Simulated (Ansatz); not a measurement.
GaP (zincblende) at its r2SCAN geometry, run in the plane-wave code Ansatz at 2 levels of theory. No magnetic order and no zero-point or thermal motion.

The LDA input:
```yaml
crystal:
  lattice:
    - [0.0, 2.7253992947, 2.7253992947]
    - [2.7253992947, 0.0, 2.7253992947]
    - [2.7253992947, 2.7253992947, 0.0]
  atoms:
    - { symbol: Ga, position: [0.0, 0.0, 0.0] }
    - { symbol: P, position: [0.25, 0.25, 0.25] }
kpoints:
  mp_grid: { grid: [8, 8, 8] }
  band_path:
    path:
      - [0.0, 0.0, 0.0]
      - [-0.5, -0.5, 0.0]
      - [-0.375, -0.375, 0.25]
      - [-0.375, 0.0, 0.375]
      - [0.0, 0.0, 0.5]
      - [-0.5, -0.25, 0.25]
      - [0.0, 0.424479, 0.424479]
    npoints: 1
hamiltonian:
  xc: lda
scf:
  occupations: { method: fixed }
  n_extra_bands: 4
output:
  forces: true
  stress: true
  eigenvalues: true
```

Main results, then, where recorded, the levels near the gap in eV from the Fermi energy (columns number the bands from 0), one row a point of the path (Γ, X, U, K, L, W, Γ–X (0.85)):
```
Crystal: 2 atoms, lattice volume = 40.487 Å³
Symmetry: 24 space group operations
Space group: F-43m (ITA 216)
```
```
Basis set: ecut = 420 eV, 749 PW (Γ)
Bands: 13, of which v1, the nominal top of the filled ones, is band 9 counted from 1 (8 counted from 0)
k-points: 29 of 512 (time reversal used)
Free energy (F): -4433.753890 eV
Fermi energy:    6.839013 eV
--- Stress (GPa, compression-positive) ---
       -2.761858       0.000000       0.000000
        0.000000      -2.761858       0.000000
        0.000000       0.000000      -2.761858
  P = ⅓ Tr σ = -2.7619 GPa (-27.619 kbar)
```
```tsv
band_5	band_6	band_7	band_8	band_9	band_10	band_11
-12.518	0.000	0.000	0.000	1.607	3.786	3.786
-9.519	-6.849	-2.708	-2.708	1.497	1.678	10.425
-9.556	-6.639	-3.990	-2.277	2.040	4.681	8.103
-9.556	-6.639	-3.990	-2.277	2.040	4.681	8.103
-10.437	-6.714	-1.130	-1.130	1.499	4.624	4.624
-9.424	-6.644	-3.620	-3.473	4.589	4.761	5.958
-9.889	-6.371	-2.612	-2.612	1.438	1.993	9.650
```

The LDA gap is indirect, 1.44 eV (Γ to Γ–X (0.85 of the way from Γ)), below the direct gap of 1.61 eV at Γ.

HSE06+SOC. Against the first input these blocks differ (the band path and keys that only write files left aside):
```yaml
kpoints:
  mp_grid: { grid: [4, 4, 4] }
hamiltonian:
  xc: hse06
scf:
  occupations: { method: fixed }
  n_extra_bands: 8
magnetization:
  noncollinear: true
  spin_orbit: true
output:
  eigenvalues: true
```

```
Basis set: ecut = 420 eV, 749 PW (Γ)
Bands: 26, of which v1, the nominal top of the filled ones, is band 18 counted from 1 (17 counted from 0)
k-points: 8 of 64 (time reversal used)
Exchange kernel: α = 0.2500, screened, ω = 0.2079 Å⁻¹, Wigner–Seitz truncation, v(0) = 1021.1180 eV·Å³, q-mesh 4×4×4
hybrid outer 1: dexx = +7.678e-3 eV, tail = 3.65e-5 eV
hybrid outer 2: dexx = +9.175e-7 eV, tail = 4.15e-8 eV, Δε = 3.22e-3 eV
Free energy (F): -4539.844896 eV
Fermi energy:    6.695069 eV
```
```tsv
band_10	band_11	band_12	band_13	band_14	band_15	band_16	band_17	band_18	band_19	band_20	band_21	band_22	band_23
-13.789	-13.789	-0.094	-0.094	0.000	0.000	0.000	0.000	2.810	2.810	4.630	4.630	4.798	4.798
-10.578	-10.578	-7.355	-7.355	-2.968	-2.968	-2.944	-2.944	2.273	2.273	2.554	2.554	11.973	11.973
-10.624	-10.618	-7.119	-7.108	-4.309	-4.286	-2.482	-2.480	2.898	2.903	5.714	5.720	9.385	9.386
-10.624	-10.618	-7.119	-7.108	-4.309	-4.286	-2.482	-2.480	2.898	2.903	5.714	5.720	9.385	9.386
-11.560	-11.560	-7.254	-7.254	-1.282	-1.282	-1.206	-1.206	2.507	2.507	5.555	5.555	5.614	5.614
-10.489	-10.481	-7.114	-7.100	-3.925	-3.904	-3.740	-3.686	5.480	5.486	5.943	5.970	6.988	7.008
-10.961	-10.961	-6.845	-6.845	-2.861	-2.861	-2.837	-2.837	2.246	2.246	2.857	2.857	11.073	11.073
```

With HSE06+SOC the valence top lies at Γ and the conduction bottom at Γ–X (0.85 of the way from Γ), 2.25 eV higher; the smallest vertical gap, at Γ, is 2.81 eV.

Small level splittings and stresses of the hybrids carry the error of their coarser meshes.

Totals of different functionals, or with and without spin-orbit coupling, can't be compared.

Only the levels marked +SOC include spin-orbit coupling.

The meshes of the hybrids are coarse, so their gaps aren't converged to the digits shown.
